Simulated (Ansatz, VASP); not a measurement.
**Zr in VASP and in Ansatz**

File INCAR:

```
SYSTEM = Zr
ALGO = Normal
EDIFF = 1E-7
ENCUT = 520
GGA = PS
ISIF = 2
ISMEAR = -1
LASPH = .True.
LCHARG = .False.
LREAL = .False.
LWAVE = .False.
NBANDS = 19
NELM = 60
PREC = Accurate
SIGMA = 0.08
```

File KPOINTS:

```
k-points
0
Gamma
  13 13 7
  0 0 0
```

POSCAR

```
Zr
1.0
    3.2319982225     -0.0161599911     -0.0161599911
   -1.6299940740      2.8070725612     -0.0059149673
   -0.0257350000     -0.0257350000      5.1470000000
Zr
2
Direct
    0.3333333333      0.6666666667      0.2500000000
    0.6666666667      0.3333333333      0.7500000000
```

Input for Ansatz:

```yaml
crystal:
  lattice:
    - [3.2319982225, -0.0161599911, -0.0161599911]
    - [-1.629994074, 2.8070725612, -0.0059149673]
    - [-0.025735, -0.025735, 5.147]
  atoms:
    - { symbol: Zr, position: [0.3333333333, 0.6666666667, 0.25] }
    - { symbol: Zr, position: [0.6666666667, 0.3333333333, 0.75] }
kpoints:
  mp_grid: { grid: [13, 13, 7] }
  band_path:
    path:
      - [0.0, 0.0, 0.0]
      - [0.0, 0.0, 0.5]
      - [-0.5, 0.5, 0.0]
      - [0.0, 0.0, 0.0]
      - [0.0, -0.5, 0.0]
      - [-0.5, 0.0, 0.5]
      - [0.0, 0.0, 0.0]
      - [-0.5, 0.0, 0.0]
      - [0.0, -0.5, 0.5]
    npoints: 5
scf:
  occupations: { method: fermi_dirac, width: 0.08 }
hamiltonian:
  xc: pbesol
  pseudopotentials: { kind: all_electron, lapw: { basis_error: 0.001 } }
output:
  forces: true
  stress: true
  eigenvalues: true
```

Change from the starting cell: equal xy, yz and zx shear strains of -1 %.

Alike in both runs: task single point; functional PBEsol; k mesh 13 × 13 × 7; occupations fermi-dirac, width 0.08 eV; no spin polarisation.

|  | VASP | Ansatz |
| --- | --- | --- |
| version | VASP 6.6.1 | Ansatz 0.2.0 |
| potentials or method | VASP PAW PBE potentials, release 64 (Zr_sv) | all-electron LAPW, scalar-relativistic |
| plane-wave cutoff (eV) | 520 | see its input |

|  | VASP | Ansatz | Ansatz less VASP |
| --- | --- | --- | --- |
| pressure (GPa) | -3.2 | -3.2 | -0.03 |
| largest component of the traceless stress (GPa) | 0.45 | 0.45 | -0.001 |
| rms of the force components (eV/Å) | 0.011 | 0.011 | 0.0000 |

Atom by atom the forces differ by 0.000 eV/Å (rms over components). Ansatz ran all-electron here, so the differences hold the error of VASP's frozen core and of both bases.

Caveats: the PAW data sets were made with another functional, which shifts forces and pressure a little (VASP).
